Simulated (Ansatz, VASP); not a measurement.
# In2Se3 in two plane-wave programs

One calculation is typed for both programs; each brings its own data sets. How far apart do they land? The cell is taken from a series of runs on this material, whose earlier steps may have relaxed, scaled, displaced or heated it; both programs get it as it stands.

Main program and level: Ansatz 0.2.0; plane waves, with VASP 6.6.1 beside it; PBEsol.

## (1) The starting structure

The cell holds 5 atoms: 3 Se and 2 In. Its edges and angles: a = 3.901 Å, b = 3.902 Å, c = 36.000 Å, α = 90.0°, β = 90.0°, γ = 120.0°. It derives from In2Se3. Vacuum lies along c.

## (2) Ansatz: single point, PBEsol, pair 1

Ansatz runs on its PAW soft_1 files.

With cell and atoms fixed, the geometry can't cause a difference; cores, projectors, grids and the points listed under the comparison can.

input.yaml reads:

```yaml
crystal:
  lattice:
    - [3.9010316537, 0.0005764493, 0.0]
    - [-1.9515920352, 3.3786674895, 0.0]
    - [0.0, 0.0, 36.0]
  atoms:
    - { symbol: Se, position: [0.3357286195, 0.6691266763, 0.4114452661] }
    - { symbol: In, position: [0.6689993375, 0.3357468449, 0.4490245448] }
    - { symbol: Se, position: [0.002670878, 0.002662688, 0.5] }
    - { symbol: In, position: [0.3363424185, 0.6695785311, 0.5509754552] }
    - { symbol: Se, position: [0.6696131365, 0.3361986997, 0.5885547339] }
  periodic: [true, true, false]
kpoints:
  mp_grid: { grid: [6, 6, 1] }
  band_path:
    path:
      - [0, 0, 0]
      - [0.5, 0, 0]
      - [0.3333333333333, 0.3333333333333, 0]
      - [0, 0, 0]
    npoints: 10
hamiltonian:
  xc: pbesol
  pseudopotentials: { kind: paw, azcp: { folder: soft_1 }, xc_functional: pbe }
scf:
  occupations: { method: fermi_dirac, width: 0.02 }
  n_extra_bands: 5
output:
  eigenvalues: true
  write_density: true
  write_potential: true
  elf: true
  volumetric_format: npy
```

On the command line:

```console
$ ansatz run input.yaml --threads 4 --pin off --max-ram 17510MiB --backend cpu --events-out ev --progress --plain --runs-dir out
```

Numbers of over 12 decimals in the logs are rounded to 6 here.

What it wrote:

```text
scf.n_extra_bands = 5 over 37 filled bands (N_el = 74.0): the run solves 42 bands
Engine: ansatz 0.2.0, aarch64-unknown-linux-gnu
Pseudopotentials: kind: paw
Pseudopotential: Se, paw, valence charge 16, recommended cutoff 420 eV (normal), soft_1/Se.paw.azcp
Pseudopotential: In, paw, valence charge 13, recommended cutoff 420 eV (normal), soft_1/In.paw.azcp
Functional definition: PBEsol
  exchange = pbesol_x
  correlation = pbesol_c
Crystal: 5 atoms, lattice volume = 474.531 Å³
Basis set: ecut = 420 eV, 9401 PW (Γ)
Bands: 42, of which v1, the nominal top of the filled ones, is band 37 counted from 1 (36 counted from 0)
Symmetry: 2 space group operations
Space group: P-1 (ITA 2), of the structure as read, at distance tolerance 7.8e-5 Å
k-points: 20 of 36
Non-local potential: Se, projectors of the file, l = 0: 2, l = 1: 2, l = 2: 3, l = 3: 1
Non-local potential: In, projectors of the file, l = 0: 2, l = 1: 2, l = 2: 2, l = 3: 1
PAW form: soft (Blöchl's): semilocal exchange-correlation on the pseudo side does not see the compensation charge
PAW frozen core: Se, regenerated for the run's functional, and the local potential with it (the file was generated under x = pbe(κ = 0.804, μ = 0.219515), c = pbe(β = 0.066725))
PAW frozen core: In, regenerated for the run's functional, and the local potential with it (the file was generated under x = pbe(κ = 0.804, μ = 0.219515), c = pbe(β = 0.066725))
PAW one-centre angular grid: Se, 590 points (default); XC on 64 Gauss nodes
PAW one-centre angular grid: In, 590 points (default); XC on 64 Gauss nodes
Initial density: superposition of atomic densities (neutral atoms: chi_scale 0, normalization atom)
Initial wavefunctions: pseudopotential atomic-orbital guess
Functional: x = pbesol(κ = 0.804, μ = 0.123457), c = pbesol(β = 0.046)
SCF iter   1: F=—  HF=-27326.604680 eV  |F-HF|=—  |Δ(HF+E_count)|=         —  Δρ=1.64e-2  dr2=2.31e0  ethr=3.10e-3  ⟨swp⟩=15.7  Hψ=4927  notcnv=0
preconditioner: auto → Resta (q_TF=auto, 2.002 Å⁻¹)  ε∞=1.8  [insulator: Δε(μ)=0.913 eV  Ē_g=12.615 eV  σ=0.020 eV  W_gap=1.00  n_scr=76 (ndim 8)  ℏωp=11.3 eV  f_vac=0.722  D(μ)=0.00/eV (n_scr^D=0)  ε∞_Penn≈1.8  vacuum switching on, ρ_ref=1.2e-2 e/Å³]
SCF iter   2: F=—  HF=-27325.980655 eV  |F-HF|=—  |Δ(HF+E_count)|=   6.24e-1  Δρ=7.74e-3  dr2=5.59e-1  ethr=3.10e-3  ⟨swp⟩=4.1  Hψ=1657  notcnv=0  defer=17
SCF iter   3: F=—  HF=-27325.931400 eV  |F-HF|=—  |Δ(HF+E_count)|=   4.93e-2  Δρ=4.73e-3  dr2=2.82e-1  ethr=7.55e-4  ⟨swp⟩=4.8  Hψ=1509  notcnv=0  defer=17
SCF iter   4: F=—  HF=-27325.888601 eV  |F-HF|=—  |Δ(HF+E_count)|=   4.28e-2  Δρ=1.80e-3  dr2=1.12e-2  ethr=3.82e-4  ⟨swp⟩=4.0  Hψ=1420  notcnv=0  defer=17
SCF iter   5: F=—  HF=-27325.889068 eV  |F-HF|=—  |Δ(HF+E_count)|=   4.67e-4  Δρ=4.02e-4  dr2=6.48e-4  ethr=1.51e-5  ⟨swp⟩=3.1  Hψ=1587  notcnv=0  defer=17
SCF iter   6: F=—  HF=-27325.889127 eV  |F-HF|=—  |Δ(HF+E_count)|=   5.89e-5  Δρ=8.90e-5  dr2=3.19e-5  ethr=8.76e-7  ⟨swp⟩=3.0  Hψ=1776  notcnv=0  defer=17
SCF iter   7: F=—  HF=-27325.889247 eV  |F-HF|=—  |Δ(HF+E_count)|=   1.20e-4  Δρ=3.31e-5  dr2=3.43e-6  ethr=4.32e-8  ⟨swp⟩=2.9  Hψ=1856  notcnv=0  defer=17
SCF iter   8: F=—  HF=-27325.889251 eV  |F-HF|=—  |Δ(HF+E_count)|=   3.74e-6  Δρ=6.74e-6  dr2=2.21e-7  ethr=4.63e-9  ⟨swp⟩=3.0  Hψ=1322  notcnv=0  defer=17
SCF iter   9: F=-27325.889251 eV  HF=-27325.889251 eV  |F-HF|=1.04e-8  |Δ(HF+E_count)|=   1.67e-7  Δρ=1.63e-6  dr2=9.65e-9  ethr=1.35e-10  ⟨swp⟩=13.8  Hψ=3099  notcnv=0
SCF 1 converged in 9 iterations: F = -27325.889251 eV  dr2 = 9.65e-9
  greatest PAW one-centre occupation: 1.000 electrons in one spin orbital (limit 2), on the Se atom at site 4 (counted from 0), in its partial waves of l = 2
NSCF: frozen V_eff on 31 k-points
WARN: The output density's exchange-correlation potential varies sharply where the density is thin. Do not read a vacuum level from v_tot or v_xc, or from such a field of the output density. On a cell that repeats whose density bears no net charge and no dipole along the vacuum's axis use v_es (v_loc + v_h of the components); under efield.dipole_correction with no amplitude use v_es + v_field, which holds any externa [...]
SCF converged after 9 iterations
Free energy (F): -27325.889251 eV
Harris-Foulkes:  -27325.889251 eV  (|F-HF|=1.04e-8)
Internal energy: -27325.889242 eV  (E = F + TS)
E sigma→0 (E₀):  -27325.889247 eV
Entropy (-TS):   -0.000008 eV (-0.002 meV/atom)
Fermi energy:    -5.934536 eV
--- Per-component energies (eV) ---
  E_band       = -2243.455409
  E_kinetic    = 772.280867
  E_local      = -244118.552782  (includes V_loc(G=0)·N_el)
  E_nonlocal   = -399.600212
  E_hartree    = 121539.404934
  E_xc         = -536.133555
  E_vxc        = -449.254310  (∫ρ·V_xc dr)
  E_paw        = -14538.329482  (= ΣΔE_a)
  E_vpaw       = -1127.131743  (= ΣTr[D̂ρ^β])
  E_aug_tail   = -0.000827  (compensation charges beyond the density's cutoff)
  E_ewald      = 109951.544651
  E_core_change = 3.497162  (= ΣΔE_core)
  E_smearing   = -0.000008  (= −TS)
  E_closure    = 0.000000  (closes the sum)
  Σ components = -27325.889251   (vs F -27325.889251, Δ=0.00e0)
--- Band table (eV; the first three rows and the last of 20) ---
  k-point 0: bands = [... 33 lower, -6.2442, -6.2427, -6.1480, -6.1459, -4.5460, -3.1543, -2.9137, -0.9584, ... 1 higher]
  k-point 1: bands = [... 33 lower, -7.1821, -6.7285, -6.5624, -6.1314, -3.5502, -3.2559, -1.7885, -0.8953, ... 1 higher]
  k-point 2: bands = [... 33 lower, -7.6378, -7.1251, -6.5690, -6.2877, -5.0879, -2.9874, -2.1169, -0.5445, ... 1 higher]
  k-point 19: bands = [... 33 lower, -8.0957, -7.3697, -6.5054, -6.3819, -5.7537, -3.2904, -2.2591, -0.8009, ... 1 higher]
```

Reading the cycles: dr2 is the Hartree energy of the density residual (eV), the measure of convergence; HF is the Harris–Foulkes estimate of the energy, which meets the free energy F at convergence.

## (3) VASP: single point, PBEsol, pair 1

The same cell, functional, mesh and smearing now go to VASP, with its own data sets.

Lines of VASP's logs that name or quote its potential files are left out, and so is its time.

INCAR reads:

```
SYSTEM = In2Se3
PREC = Accurate
ENCUT = 400
EDIFF = 1E-06
NELM = 120
ISMEAR = -1
SIGMA = 0.02
LREAL = .FALSE.
ALGO = Normal
GGA = PS
NBANDS = 28
LORBIT = 11
LWAVE = .FALSE.
LCHARG = .FALSE.
ISIF = 2
LDIPOL = .TRUE.
IDIPOL = 3
DIPOL = 0.5 0.5 0.5
LVHAR = .TRUE.
LASPH = .TRUE.
GGA_COMPAT = .FALSE.
EFERMI = MIDGAP
NELMDL = -8
KPAR = 2
```

POSCAR reads:

```
In2Se3
1.0
    3.9010316537      0.0005764493      0.0000000000
   -1.9515920352      3.3786674895      0.0000000000
    0.0000000000      0.0000000000     36.0000000000
Se In
3 2
Direct
    0.3357286195      0.6691266763      0.4114452661
    0.0026708780      0.0026626880      0.5000000000
    0.6696131365      0.3361986997      0.5885547339
    0.6689993375      0.3357468449      0.4490245448
    0.3363424185      0.6695785311      0.5509754552
```

KPOINTS reads:

```
Automatic mesh
0
Gamma
6 6 1
0 0 0
```

Potentials, in the order of the species: Se and In_d (PBE family, release 64).

On the command line:

```console
$ mpirun -np 2 vasp_std
```

What it wrote:

```text
[banner, memory and clock lines left out]
running    2 mpi-ranks, on    1 nodes
 distrk:  each k-point on    1 cores,    2 groups
 distr:  one band on    1 cores,    1 groups

 POSCAR found type information on POSCAR SeIn
 POSCAR found :  2 types and       5 ions
|                                                                             |
|               ----> ADVICE to this user running VASP <----                  |
|                                                                             |
|     You enforced a specific xc type in the INCAR file but a different       |
|     [... a line on the potential file left out ...]
|     I HOPE YOU KNOW WHAT YOU ARE DOING!                                     |
|                                                                             |

 LDA part: xc-table for (Slater+PW92), standard interpolation
 POSCAR, INCAR and KPOINTS ok, starting setup
 FFT: planning ... GRIDC
 FFT: planning ... GRID_SOFT
 FFT: planning ... GRID
 WAVECAR not read
 entering main loop
       N       E                     dE             d eps       ncg     rms          rms(c)
DAV:   1     0.333851707375E+03    0.33385E+03   -0.15435E+04  1320   0.101E+03
DAV:   2     0.187022287556E+02   -0.31515E+03   -0.31000E+03  1468   0.277E+02
DAV:   3    -0.190242151949E+02   -0.37726E+02   -0.37281E+02  1388   0.122E+02
DAV:   4    -0.205030090736E+02   -0.14788E+01   -0.14764E+01  1436   0.290E+01
DAV:   5    -0.205454815178E+02   -0.42472E-01   -0.42466E-01  1580   0.453E+00
DAV:   6    -0.205467222864E+02   -0.12408E-02   -0.12407E-02  1840   0.680E-01
DAV:   7    -0.205467467267E+02   -0.24440E-04   -0.24440E-04  1736   0.782E-02
DAV:   8    -0.205467472870E+02   -0.56038E-06   -0.56037E-06  1544   0.118E-02    0.745E+00
DAV:   9    -0.198789721492E+02    0.66778E+00   -0.13527E+00  1544   0.226E+01    0.442E+00
DAV:  10    -0.198283012855E+02    0.50671E-01   -0.71821E-01  1664   0.758E+00    0.922E-01
DAV:  11    -0.198202320569E+02    0.80692E-02   -0.89409E-02  1728   0.362E+00    0.707E-01
DAV:  12    -0.198200225337E+02    0.20952E-03   -0.79923E-03  1428   0.498E-01    0.261E-01
DAV:  13    -0.198197586778E+02    0.26386E-03   -0.10915E-03  1588   0.459E-01    0.717E-02
DAV:  14    -0.198196886952E+02    0.69983E-04   -0.30488E-04  1752   0.141E-01    0.282E-02
[...]
DAV:  20    -0.198198835394E+02   -0.40283E-04   -0.13001E-06  1016   0.378E-03    0.112E-03
DAV:  21    -0.198198967796E+02   -0.13240E-04   -0.10618E-07   868   0.277E-03    0.654E-04
DAV:  22    -0.198199076449E+02   -0.10865E-04   -0.53498E-07   976   0.237E-03    0.847E-04
DAV:  23    -0.198199106370E+02   -0.29921E-05   -0.41121E-08   860   0.143E-03    0.692E-04
DAV:  24    -0.198199143040E+02   -0.36669E-05   -0.76038E-08   776   0.124E-03    0.152E-04
DAV:  25    -0.198199153389E+02   -0.10349E-05   -0.21061E-08   796   0.616E-04    0.114E-04
DAV:  26    -0.198199165643E+02   -0.12254E-05   -0.32811E-08   792   0.579E-04    0.143E-04
DAV:  27    -0.198199168991E+02   -0.33483E-06   -0.10503E-08   772   0.438E-04
   1 F= -.19819917E+02 E0= -.19819911E+02  d E =-.117360E-04
```

Parts of OUTCAR (step 3):

```text
ion  position               nearest neighbor table
   1  0.336  0.669  0.411-   4 2.63   4 2.63   4 2.63
   2  0.003  0.003  0.500-   4 2.90   5 2.90   5 2.91   4 2.91   4 2.91   5 2.91
   3  0.670  0.336  0.589-   5 2.63   5 2.63   5 2.63
   4  0.669  0.336  0.449-   1 2.63   1 2.63   1 2.63   2 2.90   2 2.91   2 2.91
   5  0.336  0.670  0.551-   3 2.63   3 2.63   3 2.63   2 2.90   2 2.91   2 2.91

  LATTYP: Found a simple monoclinic cell.
 ALAT       =     3.9010316963
 B/A-ratio  =     9.2283279919
 C/A-ratio  =     1.0000511264
 COS(beta)  =    -0.4998265603

 Subroutine GETGRP returns: Found  2 space group operations
 (whereof  1 operations were pure point group operations)

The static configuration has the point symmetry C_1 .
 The point group associated with its full space group is S_2 .

 Found     20 irreducible k-points:

   k-points           NKPTS =     20   k-points in BZ     NKDIM =     20   number of bands    NBANDS=     28

   dimension x,y,z NGX =    28 NGY =   28 NGZ =  240
   dimension x,y,z NGXF=    56 NGYF=   56 NGZF=  480

   ENCUT  =  400.0 eV  29.40 Ry    5.42 a.u.   6.36  6.36 58.71*2*pi/ulx,y,z

   NELECT =      44.0000    total number of electrons

 k-points in reciprocal lattice and weights: Automatic mesh
   0.00000000  0.00000000  0.00000000       0.028
   0.16666667  0.00000000  0.00000000       0.056
   0.33333333  0.00000000  0.00000000       0.056
   0.50000000  0.00000000  0.00000000       0.028
  -0.00000000  0.16666667  0.00000000       0.056
   0.16666667  0.16666667  0.00000000       0.056
   0.33333333  0.16666667  0.00000000       0.056
   0.50000000  0.16666667  0.00000000       0.056
  -0.33333333  0.16666667  0.00000000       0.056
[...]
0.33333333  0.50000000  0.00000000       0.056
   0.50000000  0.50000000  0.00000000       0.028

 dipolmoment           0.000000      0.000000     -0.000000 electrons x Angstroem

 average (electrostatic) potential at core
       1 -60.4389       2 -60.7858       3 -60.4389       4-103.8059       5-103.8059

 E-fermi :  -3.2424

 k-point     1 :       0.0000    0.0000    0.0000
  band No.  band energies     occupation
    ...
     18      -3.9862      2.00000
     19      -3.5413      2.00000
     20      -3.5397      2.00000
     21      -3.4460      1.99992
     22      -3.4439      1.99992
     23      -1.8534      0.00000
     24      -0.4500      0.00000
     25      -0.2194      0.00000
     26       1.7269      0.00000
     27       1.7294      0.00000
    ...

 k-point     2 :       0.1667    0.0000    0.0000
  band No.  band energies     occupation
    ...
     18      -4.5481      2.00000
     19      -4.4848      2.00000
     20      -4.0308      2.00000
     21      -3.8617      2.00000
     22      -3.4335      1.99986
     23      -0.8572      0.00000
     24      -0.5649      0.00000
     25       0.9095      0.00000
     26       1.7963      0.00000
     27       2.0953      0.00000
    ...

 k-point     3 :       0.3333    0.0000    0.0000
  band No.  band energies     occupation
    ...
     18      -5.2825      2.00000
     19      -4.9392      2.00000
     20      -4.4265      2.00000
     21      -3.8703      2.00000
     22      -3.5910      2.00000
     23      -2.4041      0.00000
     24      -0.2908      0.00000
     25       0.5765      0.00000
     26       2.1411      0.00000
     27       2.5643      0.00000
    ...

  Total        1.3479527      1.3409781      0.7270656      0.0035810     -0.0034420     -0.0034413
  in kB        4.5511457      4.5275972      2.4548202      0.0120908     -0.0116213     -0.0116190
  external PRESSURE =       3.8445210 kB  Pullay stress =       0.0000000 kB

  energy-cutoff  :      400.00
  volume of cell :      474.53
      direct lattice vectors                 reciprocal lattice vectors
     3.901031654  0.000576449  0.000000000     0.256320569  0.148056351  0.000000000
    -1.951592035  3.378667490  0.000000000    -0.000043732  0.295949411  0.000000000
     0.000000000  0.000000000 36.000000000     0.000000000  0.000000000  0.027777778

 POSITION                                       TOTAL-FORCE (eV/Angst)
 -----------------------------------------------------------------------------------
      0.00383      2.26095     14.81203         0.000086      0.000068     -0.088862
      0.00522      0.00900     18.00000         0.000000      0.000000      0.000000
      1.95606      1.13629     21.18797        -0.000086     -0.000068      0.088862
      1.95455      1.13476     16.16488         0.000740      0.000879     -0.058782
      0.00534      2.26248     19.83512        -0.000740     -0.000879      0.058782
 -----------------------------------------------------------------------------------
    total drift:                               -0.000009     -0.000015     -0.000002

  FREE ENERGIE OF THE ION-ELECTRON SYSTEM (eV)
  ---------------------------------------------------
  free  energy   TOTEN  =       -19.8199168991 eV

  energy  without entropy=      -19.8199051632  energy(sigma->0) =      -19.81991103

 vacuum level on the upper side and lower side of the slab         2.699         2.699

 total charge
# of ion       s       p       d       tot
------------------------------------------
    1        1.475   2.343   0.024   3.842
    2        1.469   2.345   0.023   3.837
    3        1.475   2.343   0.024   3.842
    4        0.782   0.636   9.930  11.348
    5        0.782   0.636   9.930  11.348
--------------------------------------------------
tot          5.983   8.303  19.930  34.216

[... 3 further parts left out ...]
```

## (4) Side by side

Known differences besides the potentials themselves: Ansatz cuts the interaction across the vacuum, VASP repeats the sheet with a dipole correction (LDIPOL); the data sets hold 74 valence electrons in Ansatz (on its PAW soft_1 files) and 44 in VASP; the cutoff is 420 eV in Ansatz and 400 eV in VASP; Ansatz makes its cores anew for this functional, VASP keeps those of its PBE data sets. Total energies have different zeros and are not compared.

Both answers:

| quantity | Ansatz | VASP | difference |
| --- | --- | --- | --- |
| gap on the k mesh (eV) | 0.376 | 0.362 | +0.014 |

A gap on the mesh is an upper bound, since the band edges may lie between its points. Where the cell holds vacuum, a pressure given here is an average over it and none of the material.

## (5) VASP: single point, PBEsol, pair 2

With cell and atoms fixed, the geometry can't cause a difference; cores, projectors, grids and the points listed under the comparison can.

INCAR: that of step 3 with these lines changed.

```diff
@@ -5,4 +5,4 @@
 NELM = 120
-ISMEAR = -1
-SIGMA = 0.02
+ISMEAR = 0
+SIGMA = 0.01
 LREAL = .FALSE.
```

POSCAR is that of step 3.

KPOINTS reads:

```
Automatic mesh
0
Gamma
9 9 1
0 0 0
```

On the command line:

```console
$ mpirun -np 2 vasp_std
```

What it wrote:

```text
[banner, memory and clock lines left out]
running    2 mpi-ranks, on    1 nodes
[...]
[... a notice as in an earlier step ...]

 LDA part: xc-table for (Slater+PW92), standard interpolation
 POSCAR, INCAR and KPOINTS ok, starting setup
[...]
entering main loop
       N       E                     dE             d eps       ncg     rms          rms(c)
DAV:   1     0.334898168457E+03    0.33490E+03   -0.15387E+04  2680   0.101E+03
DAV:   2     0.188107362672E+02   -0.31609E+03   -0.31194E+03  3012   0.277E+02
DAV:   3    -0.191346251120E+02   -0.37945E+02   -0.37580E+02  2864   0.122E+02
DAV:   4    -0.205177037198E+02   -0.13831E+01   -0.13814E+01  2984   0.283E+01
[...]
DAV:  25    -0.198399331303E+02   -0.13284E-05   -0.27820E-08  1688   0.636E-04    0.149E-04
DAV:  26    -0.198399343017E+02   -0.11714E-05   -0.26848E-08  1680   0.609E-04    0.123E-04
DAV:  27    -0.198399347134E+02   -0.41168E-06   -0.10878E-08  1616   0.488E-04
   1 F= -.19839935E+02 E0= -.19839935E+02  d E =0.000000E+00
```

OUTCAR, selected parts (step 5):

```text
  Total        1.2754093      1.2684966      0.7457372      0.0035204     -0.0035567     -0.0035555
  in kB        4.3062146      4.2828749      2.5178618      0.0118859     -0.0120087     -0.0120047
  external PRESSURE =       3.7023171 kB  Pullay stress =       0.0000000 kB

 POSITION                                       TOTAL-FORCE (eV/Angst)
 -----------------------------------------------------------------------------------
      0.00383      2.26095     14.81203         0.000095      0.000077     -0.090754
      0.00522      0.00900     18.00000         0.000000      0.000000      0.000000
      1.95606      1.13629     21.18797        -0.000095     -0.000077      0.090754
      1.95455      1.13476     16.16488         0.000756      0.000895     -0.060707
      0.00534      2.26248     19.83512        -0.000756     -0.000895      0.060707
 -----------------------------------------------------------------------------------
    total drift:                               -0.000009     -0.000015     -0.000002

  FREE ENERGIE OF THE ION-ELECTRON SYSTEM (eV)
  ---------------------------------------------------
  free  energy   TOTEN  =       -19.8399347134 eV

  energy  without entropy=      -19.8399347134  energy(sigma->0) =      -19.83993471

[... 1 part as in an earlier step ...]

[... 2 further parts left out ...]
[key lines of the parts left out:]
E-fermi :  -3.2140
```

(Part 1 of 2 ends here.)

[Lines on the potential files, build, host, timing and source positions are cut from VASP's logs without a mark.]

[Logs are printed without paths, hosts, clocks, repeated set-up lines and the standing remarks that a program may print on its own settings, such as how far it seeks lower states.]

[Hosts, paths, dates, database ids (printed as entryN), source tags and the programs' standing remarks are cut or masked in the printed files.]
